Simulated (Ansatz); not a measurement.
Here is an Ansatz 0.2.0 calculation.

File input.yaml:

```yaml
crystal:
  lattice:
    - [0.0, 2.0859016414, 2.0859016414]
    - [2.0859016414, 0.0, 2.0859016414]
    - [2.0859016414, 2.0859016414, 0.0]
  atoms:
    - { symbol: Ni, position: [0.0, 0.0, 0.0], spin: 1.0 }
    - { symbol: O, position: [0.5, 0.5, 0.5] }
kpoints:
  mp_grid: { grid: [11, 11, 11] }
  band_path:
    path:
      - [0.0, 0.0, 0.0]
      - [0.5, 0.0, 0.5]
      - [0.5, 0.25, 0.75]
      - [0.375, 0.375, 0.75]
      - [0.0, 0.0, 0.0]
      - [0.5, 0.5, 0.5]
      - [0.625, 0.25, 0.625]
      - [0.5, 0.25, 0.75]
    npoints: 6
scf:
  occupations: { method: fermi_dirac, width: 0.05 }
hamiltonian:
  xc: blyp
  pseudopotentials: { kind: all_electron, lapw: { basis_error: 0.001 } }
magnetization:
  spin_polarized: true
output:
  forces: true
  stress: true
  eigenvalues: true
```

Potentials or basis: all-electron LAPW, scalar-relativistic.

Run with:

```bash
$ ansatz run input.yaml --threads 2 --pin off --max-ram 6144MiB --backend cpu --events-out ev --progress --plain --runs-dir out
```

Task: Estimate the site moments.

Result: Ni +1.43; O +0.28 μB.

Task: Predict the net moment.

Result: 1.73 μB per cell.

Levels at the corners of the path, in eV from the Fermi level:
Spin up:
```csv
point,band 10,band 11,band 12,band 13,band 14,band 15,band 16,band 17,band 18
Γ,-3.06,-3.06,-2.69,-2.69,-2.69,1.72,18.46,19.13,19.13
X,-3.53,-2.77,-2.21,-1.69,-1.69,6.11,10.77,12.63,16.67
W,-2.35,-1.94,-1.94,-1.69,-1.23,8.41,10.92,10.92,13.53
K,-2.61,-1.84,-1.82,-1.58,-1.15,7.76,10.56,10.73,15.87
Γ,-3.06,-3.06,-2.69,-2.69,-2.69,1.72,18.46,19.13,19.13
L,-2.00,-2.00,-1.47,0.29,0.29,5.90,9.99,14.10,14.10
U,-2.61,-1.84,-1.82,-1.58,-1.15,7.76,10.56,10.73,15.87
W,-2.35,-1.94,-1.94,-1.69,-1.23,8.41,10.92,10.92,13.53
```
Spin down:
```
point  band 10  band 11  band 12  band 13  band 14  band 15
    Γ    -1.94    -1.94    -1.94    -0.59    -0.59     2.07
    X    -2.87    -0.86    -0.86    -0.16     0.39     6.50
    W    -1.18    -1.18    -0.86     0.26     1.00     8.91
    K    -1.73    -1.00    -0.77     0.52     1.02     8.16
    Γ    -1.94    -1.94    -1.94    -0.59    -0.59     2.07
    L    -1.05    -1.05    -0.68     2.24     2.24     6.08
    U    -1.73    -1.00    -0.77     0.52     1.02     8.16
    W    -1.18    -1.18    -0.86     0.26     1.00     8.91
```

Caveat: a cell with one magnetic atom can't hold antiferromagnetic order, which such compounds often take; semilocal functionals often make such compounds metallic where correlation or magnetic order opens a gap, which also shifts bond lengths.

**Experimental background.**

From “Local correlations, non-local screening, multiplets, and band formation in NiO”, 2012, arxiv:1210.6675, for a bulk crystal of NiO: band gap 4.3 eV.

Measured gap of NiO: 4.3 eV (quoted in “Local correlations, non-local screening, multiplets, and band formation in NiO”, 2012, arxiv:1210.6675). This calculation gives 0.00 eV (-4.30 eV). So large a miss can be the level of theory's own, or it may mean another phase, state or a wrong row. The value is that of BLYP, without temperature or zero-point motion. Semilocal functionals fall short of measured gaps as a rule. The run's magnetic order (collinear spin, ferromagnetic start) needn't be the measured crystal's.
